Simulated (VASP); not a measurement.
# InPd, equation of state: which settings are enough?

InPd, Pm-3m (no. 221), 2 atoms in the cell. PBE; PAW potentials In_d, Pd (PBE set). VASP 6.6.1.

Wanted: equilibrium volume within 0.5 %; bulk modulus within 2.5 %.

What the run is for: choice of potentials; Accuracy asked: standard; Volumes (times the given one): 0.91, 0.94, 0.97, 1, 1.03, 1.06, 1.09.

## Potentials and cutoff

| Potentials and cutoff | Equilibrium volume (Å³/atom) | Bulk modulus (GPa) | Time (s) |
|---|---|---|---|
| In_d_GW Pd_sv_GW, ENCUT 570 | 18.09 | 107.7 | 224 |
| In_d Pd_pv, ENCUT 450 | 18.13 | 107.4 | 67 |
| In_d Pd, ENCUT 450 | 18.12 | 107.7 | 59 |
| In_d_GW Pd_GW, ENCUT 640 | 18.07 | 108.2 | 161 |
| In Pd, ENCUT 450 | 18.03 | 111.2 | 37 |

Chosen: In_d Pd, ENCUT 450, the fastest of those that stay within the tolerance.

## All choices together

| Input | Equilibrium volume (Å³/atom) | Bulk modulus (GPa) | Time (s) |
|---|---|---|---|
| chosen settings | 18.12 | 107.7 | 59 |
| reference settings throughout | 18.09 | 107.7 | 224 |

The tolerance is met.

## The input

INCAR:
```
GGA      = PE             # functional
ISMEAR   = 1              # smearing method
SIGMA    = 0.1            # smearing width, eV
LWAVE    = False          # write WAVECAR
LCHARG   = False          # write CHGCAR
ISIF     = 2              # what is computed and relaxed
NSW      = 0              # ionic steps
ENCUT    = 450            # plane-wave cutoff, eV
PREC     = Accurate       # precision mode
LASPH    = True           # aspherical terms in the spheres
LREAL    = False          # projectors in reciprocal space
ALGO     = Normal         # electronic algorithm
EDIFF    = 1E-7           # SCF threshold, eV
NELM     = 120            # most SCF steps
GGA_COMPAT= False         
```

KPOINTS:
```
k-points
0
Gamma
  10 10 10
```

POSCAR.step1:
```
InPd
1.0
    3.1706268443      0.0000000000      0.0000000000
    0.0000000000      3.1706268443      0.0000000000
    0.0000000000      0.0000000000      3.1706268443
In Pd
1 1
Direct
    0.0000000000      0.0000000000      0.0000000000
    0.5000000000      0.5000000000      0.5000000000
```

POSCAR.step2:
```
InPd
1.0
    3.2050928798      0.0000000000      0.0000000000
    0.0000000000      3.2050928798      0.0000000000
    0.0000000000      0.0000000000      3.2050928798
In Pd
1 1
Direct
    0.0000000000      0.0000000000      0.0000000000
    0.5000000000      0.5000000000      0.5000000000
```

POSCAR.step3:
```
InPd
1.0
    3.2388331791      0.0000000000      0.0000000000
    0.0000000000      3.2388331791      0.0000000000
    0.0000000000      0.0000000000      3.2388331791
In Pd
1 1
Direct
    0.0000000000      0.0000000000      0.0000000000
    0.5000000000      0.5000000000      0.5000000000
```

POSCAR.step4:
```
InPd
1.0
    3.2718847800      0.0000000000      0.0000000000
    0.0000000000      3.2718847800      0.0000000000
    0.0000000000      0.0000000000      3.2718847800
In Pd
1 1
Direct
    0.0000000000      0.0000000000      0.0000000000
    0.5000000000      0.5000000000      0.5000000000
```

POSCAR.step5:
```
InPd
1.0
    3.3042817857      0.0000000000      0.0000000000
    0.0000000000      3.3042817857      0.0000000000
    0.0000000000      0.0000000000      3.3042817857
In Pd
1 1
Direct
    0.0000000000      0.0000000000      0.0000000000
    0.5000000000      0.5000000000      0.5000000000
```

POSCAR.step6:
```
InPd
1.0
    3.3360556752      0.0000000000      0.0000000000
    0.0000000000      3.3360556752      0.0000000000
    0.0000000000      0.0000000000      3.3360556752
In Pd
1 1
Direct
    0.0000000000      0.0000000000      0.0000000000
    0.5000000000      0.5000000000      0.5000000000
```

POSCAR.step7:
```
InPd
1.0
    3.3672355728      0.0000000000      0.0000000000
    0.0000000000      3.3672355728      0.0000000000
    0.0000000000      0.0000000000      3.3672355728
In Pd
1 1
Direct
    0.0000000000      0.0000000000      0.0000000000
    0.5000000000      0.5000000000      0.5000000000
```

Commands (each step's output is kept before the next begins):
```
cat potpaw_PBE.64/In_d/POTCAR potpaw_PBE.64/Pd/POTCAR > POTCAR
cp POSCAR.step1 POSCAR
mpirun -np 1 vasp_std > vasp.out
cp POSCAR.step2 POSCAR
mpirun -np 1 vasp_std > vasp.out
cp POSCAR.step3 POSCAR
mpirun -np 1 vasp_std > vasp.out
cp POSCAR.step4 POSCAR
mpirun -np 1 vasp_std > vasp.out
cp POSCAR.step5 POSCAR
mpirun -np 1 vasp_std > vasp.out
cp POSCAR.step6 POSCAR
mpirun -np 1 vasp_std > vasp.out
cp POSCAR.step7 POSCAR
mpirun -np 1 vasp_std > vasp.out
```

Limits: Total energies under different potentials can't be compared; the cell and the gap can.

The chosen input took VASP 6.6.1 59 s on 1 core (Intel Xeon 6975P-C (Granite Rapids)), a shared host.
